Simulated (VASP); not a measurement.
# MnSb (P6_3/mmc) in VASP: notebook, part 2 of 2

VASP 6.6.1. The steps go on from the part before.

## (3) Relaxation of cell and atoms, PBE, collinear spin, ferromagnetic start

This run uses another cell than the first one, of 20.33 Å³/atom, 0.943 times its volume.

Contents of INCAR:

```
SYSTEM = MnSb
PREC = Accurate ; ENCUT = 520
EDIFF = 1E-7 ; ISMEAR = 1
SIGMA = 0.2 ; LREAL = .False.
LASPH = .True. ; NELM = 100
ALGO = Fast ; ISIF = 3
LWAVE = .False. ; LCHARG = .False.
ISPIN = 2 ; MAGMOM = 3.5 3.5 0 0
LORBIT = 11 ; LMAXMIX = 4
GGA = PE ; IBRION = 2
NSW = 80 ; EDIFFG = -0.002
```

Contents of KPOINTS:

```
regular mesh
0
Gamma
  12 12 8
  0 0 0
```

Contents of POSCAR:

```
MnSb                                    
1.0
    4.0957654799      0.0000000000      0.0000000000
   -2.0478827399      3.5470369577     -0.0000000000
   -0.0000000000     -0.0000000000      5.5986926114
  Mn              Sb            
     2     2
Direct
     0.0000000000000000    0.0000000000000000    0.0000000000000000
     0.0000000000000000    0.0000000000000000    0.5000000000000000
     0.3333333300000021    0.6666666699999979    0.2500000000000000
     0.6666666699999979    0.3333333300000021    0.7500000000000000
```

Potentials or basis: VASP PAW PBE potentials, release 64 (Mn_pv, Sb).

Run with:

```sh
> cat potpaw_PBE.64/Mn_pv/POTCAR potpaw_PBE.64/Sb/POTCAR > POTCAR
> mpirun -np 1 vasp_std > vasp.out
```

OUTCAR:

```text
SYSTEM = MnSb
   PREC = Accurate
   ENCUT = 520
   EDIFF = 1E-7
   ISMEAR = 1
   LREAL = .False.
   LASPH = .True.
   NELM = 100
   ISIF = 3
   ISPIN = 2
   LORBIT = 11
   GGA = PE
   IBRION = 2
   NSW = 80
   EDIFFG = -0.002

 ion  position               nearest neighbor table
   1  0.000  0.000  0.000-   3 2.75   4 2.75   4 2.75   3 2.75   4 2.75   3 2.75   2 2.80   2 2.80

   2  0.000  0.000  0.500-   3 2.75   4 2.75   4 2.75   3 2.75   4 2.75   3 2.75   1 2.80   1 2.80

   3  0.333  0.667  0.250-   1 2.75   2 2.75   1 2.75   2 2.75   1 2.75   2 2.75   4 3.66   4 3.66
                             4 3.66   4 3.66   4 3.66   4 3.66
   4  0.667  0.333  0.750-   1 2.75   2 2.75   1 2.75   2 2.75   1 2.75   2 2.75   3 3.66   3 3.66
                             3 3.66   3 3.66   3 3.66   3 3.66

  LATTYP: Found a hexagonal cell.
 ALAT       =     4.0957654799
 C/A-ratio  =     1.3669465791

  Lattice vectors:

 A1 = (   4.0957654799,   0.0000000000,   0.0000000000)
 A2 = (  -2.0478827399,   3.5470369577,   0.0000000000)
 A3 = (   0.0000000000,   0.0000000000,   5.5986926114)

[... 1608 lines left out ...]
  Direction    XX          YY          ZZ          XY          YZ          ZX
  --------------------------------------------------------------------------------------
  -------------------------------------------------------------------------------------
  Total        0.0016507      0.0016507     -0.0004012      0.0000000      0.0000000      0.0000000
  in kB        0.0325154      0.0325154     -0.0079027      0.0000000      0.0000000      0.0000000
  external PRESSURE =       0.0190427 kB  Pullay stress =       0.0000000 kB

 VOLUME and BASIS-vectors are now :
 -----------------------------------------------------------------------------
  energy-cutoff  :      520.00
  volume of cell :       81.34
      direct lattice vectors                 reciprocal lattice vectors
     4.095765480  0.000000000  0.000000000     0.244154604  0.140962726  0.000000000
    -2.047882740  3.547036958  0.000000000     0.000000000  0.281925453  0.000000000
     0.000000000  0.000000000  5.598692611     0.000000000  0.000000000  0.178613128

 POSITION                                       TOTAL-FORCE (eV/Angst)
 -----------------------------------------------------------------------------------
      0.00000      0.00000      0.00000        -0.000000      0.000000     -0.000000
      0.00000      0.00000      2.79935        -0.000000      0.000000     -0.000000
     -0.00000      2.36469      1.39967        -0.000000      0.000000     -0.000000
      2.04788      1.18235      4.19902         0.000000     -0.000000      0.000000
 -----------------------------------------------------------------------------------
    total drift:                                0.000000     -0.000000      0.000000

  FREE ENERGIE OF THE ION-ELECTRON SYSTEM (eV)
  ---------------------------------------------------
  free  energy   TOTEN  =       -26.3708252316 eV

  energy  without entropy=      -26.3735173522  energy(sigma->0) =      -26.37172261

 reached required accuracy - stopping structural energy minimisation

 total charge

# of ion       s       p       d       tot
------------------------------------------
    1        0.284   6.231   5.071  11.586
    2        0.284   6.231   5.071  11.586
    3        1.134   1.286   0.049   2.468
    4        1.134   1.286   0.049   2.468
--------------------------------------------------
tot          2.836  15.034  10.238  28.109

 magnetization (x)

# of ion       s       p       d       tot
------------------------------------------
    1        0.034   0.028   3.178   3.240
    2        0.034   0.028   3.178   3.240
    3        0.006  -0.135   0.007  -0.123
    4        0.006  -0.135   0.007  -0.123
--------------------------------------------------
tot          0.079  -0.214   6.370   6.235
```

OSZICAR:

```text
N       E                     dE             d eps       ncg     rms          rms(c)
DAV:   1     0.312653854758E+03    0.31265E+03   -0.19081E+04 11152   0.139E+03
DAV:   2    -0.107181171569E+02   -0.32337E+03   -0.31247E+03 10168   0.381E+02
DAV:   3    -0.277514812203E+02   -0.17033E+02   -0.16457E+02 11876   0.949E+01
DAV:   4    -0.281412344074E+02   -0.38975E+00   -0.38795E+00 10812   0.137E+01
DAV:   5    -0.281487555369E+02   -0.75211E-02   -0.75197E-02 11284   0.228E+00    0.149E+01
RMM:   6    -0.292523159445E+02   -0.11036E+01   -0.29090E+01  9891   0.400E+01    0.183E+01
RMM:   7    -0.263372514316E+02    0.29151E+01   -0.66935E+00  9883   0.206E+01    0.489E+00
RMM:   8    -0.263680885031E+02   -0.30837E-01   -0.15974E-01  9880   0.266E+00    0.263E+00
RMM:   9    -0.263648486831E+02    0.32398E-02   -0.92021E-02  9896   0.180E+00    0.109E+00
RMM:  10    -0.263697297308E+02   -0.48810E-02   -0.12910E-02 10043   0.843E-01    0.554E-01
RMM:  11    -0.263707370435E+02   -0.10073E-02   -0.35447E-03  9885   0.420E-01    0.194E-01
RMM:  12    -0.263708058230E+02   -0.68780E-04   -0.76599E-04  9951   0.232E-01    0.667E-02
RMM:  13    -0.263708228581E+02   -0.17035E-04   -0.17968E-04 10301   0.113E-01    0.220E-02
RMM:  14    -0.263708251767E+02   -0.23186E-05   -0.39052E-05 10312   0.527E-02    0.952E-03
RMM:  15    -0.263708251886E+02   -0.11888E-07   -0.11239E-05 10319   0.239E-02    0.472E-03
RMM:  16    -0.263708252293E+02   -0.40712E-07   -0.18968E-06  9649   0.100E-02    0.189E-03
RMM:  17    -0.263708252316E+02   -0.22319E-08   -0.49573E-07  7656   0.417E-03
   1 F= -.26370825E+02 E0= -.26371723E+02  d E =-.263708E+02  mag=     6.4000
```

CONTCAR:

```text
MnSb
   1.00000000000000
     4.0957654798999998    0.0000000000000000    0.0000000000000000
    -2.0478827398999999    3.5470369577000000    0.0000000000000000
     0.0000000000000000    0.0000000000000000    5.5986926113999997
  Mn              Sb
     2     2
Direct
     0.0000000000000000    0.0000000000000000    0.0000000000000000
     0.0000000000000000    0.0000000000000000    0.5000000000000000
     0.3333333300000021    0.6666666699999979    0.2500000000000000
     0.6666666699999979    0.3333333300000021    0.7500000000000000

  0.00000000E+00  0.00000000E+00  0.00000000E+00
  0.00000000E+00  0.00000000E+00  0.00000000E+00
  0.00000000E+00  0.00000000E+00  0.00000000E+00
  0.00000000E+00  0.00000000E+00  0.00000000E+00
```

Wall time 6.3 min (1 thread of Intel Xeon Platinum 8259CL at 2.50GHz (Skylake/Cascade Lake), shared host); peak memory 0.43 GiB.

Results:

- Free energy: -26.3708 eV
- Pressure after relaxing: 0.0 GPa
- Band gap on the k mesh: none (metal or under the smearing width)
- Net moment: 6.40 μB per cell
- Site moments: Mn +3.24; Sb -0.12 μB
- Valence electrons inside the program's atomic spheres: Mn 11.59; Sb 2.47

Final structure:
```
Mn Sb
1.0
     4.09577    0.00000    0.00000
    -2.04788    3.54704    0.00000
     0.00000    0.00000    5.59869
Mn Sb
2 2
Direct
  0.00000 0.00000 0.00000
  0.00000 0.00000 0.50000
  0.33333 0.66667 0.25000
  0.66667 0.33333 0.75000
```

Levels at points of the mesh, in eV from the Fermi level:
Spin up:
```tsv
k point	band 19	band 20	band 21	band 22	band 23	band 24
(0.00, 0.00, 0.00)	-0.21	0.47	0.47	2.42	2.42	2.89
(0.50, 0.00, 0.00)	-1.90	-1.77	-1.74	-0.65	0.98	3.39
(0.00, 0.00, 0.50)	-0.38	-0.38	1.87	1.87	1.87	1.87
(0.50, 0.00, 0.50)	-2.14	-2.14	0.17	0.17	1.37	1.37
```
Spin down:
| k point | band 13 | band 14 | band 15 | band 16 | band 17 | band 18 |
| --- | --- | --- | --- | --- | --- | --- |
| (0.00, 0.00, 0.00) | -0.19 | -0.19 | 0.19 | 0.19 | 0.57 | 0.57 |
| (0.50, 0.00, 0.00) | -2.34 | -2.21 | -1.28 | 0.35 | 0.57 | 0.67 |
| (0.00, 0.00, 0.50) | -1.82 | -1.82 | 0.40 | 0.40 | 0.40 | 0.40 |
| (0.50, 0.00, 0.50) | -1.66 | -1.66 | 0.22 | 0.22 | 0.74 | 0.74 |

Caveat: the relaxation stopped at its first step, so nothing moved; only a ferromagnetic start was run, and an antiferromagnetic order may lie lower in energy. The run has no spin-orbit coupling, so splittings on Sb are missing.
